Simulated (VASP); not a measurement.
**RbBr: relaxation of cell and atoms with PBEsol**

The system is RbBr.

```xyz
2
Lattice="0.0000 3.4270 3.4270 3.4270 0.0000 3.4270 3.4270 3.4270 0.0000" Properties=species:S:1:pos:R:3 pbc="T T T"
Rb    0.0000    0.0000    0.0000
Br    3.4270    3.4270    3.4270
```

```
Program                : VASP 6.6.1
Task                   : relaxation of cell and atoms
Functional             : PBEsol
Potentials or basis    : VASP PAW PBE potentials, release 64 (Rb_sv, Br)
Cutoff                 : 600 eV
k mesh                 : 8 × 8 × 8
Occupations            : gaussian, width 0.03 eV
Spin                   : no spin polarisation
Further INCAR settings : ALGO = Normal; EDIFF = 1e-06; IBRION = 2; EDIFFG = -0.01; NSW = 90; ISIF = 3
```

| Property | Result |
| --- | --- |
| Pressure after relaxing | 0.0 GPa |
| Band gap on the k mesh | 4.21 eV, direct |

Final structure:
```
Rb Br
1.0
     0.00000    3.42700    3.42700
     3.42700    0.00000    3.42700
     3.42700    3.42700    0.00000
Rb Br
1 1
Direct
  0.00000 0.00000 0.00000
  0.50000 0.50000 0.50000
```

Levels at points of the mesh, in eV from the valence-band top:
```
           k point  band 5  band 6  band 7  band 8  band 9  band 10  band 11  band 12
(0.00, 0.00, 0.00)   -8.44    0.00    0.00    0.00    4.21     7.20     7.20     7.20
(0.50, 0.00, 0.00)   -8.40   -1.02   -0.36   -0.36    6.67     7.61     9.43     9.43
(0.50, 0.50, 0.00)   -8.52   -0.49   -0.16   -0.16    5.50     7.02     9.05     9.15
```

Wall time 24 s on 1 thread of AMD EPYC 9R45 (Zen 5), with other jobs on the host, peak memory 0.22 GiB.

Caveat: the relaxation stopped at its first step, so nothing moved; the PAW data sets were made with another functional, which shifts forces and pressure a little. PBEsol gaps usually lie below the measured ones, often by a third to a half.
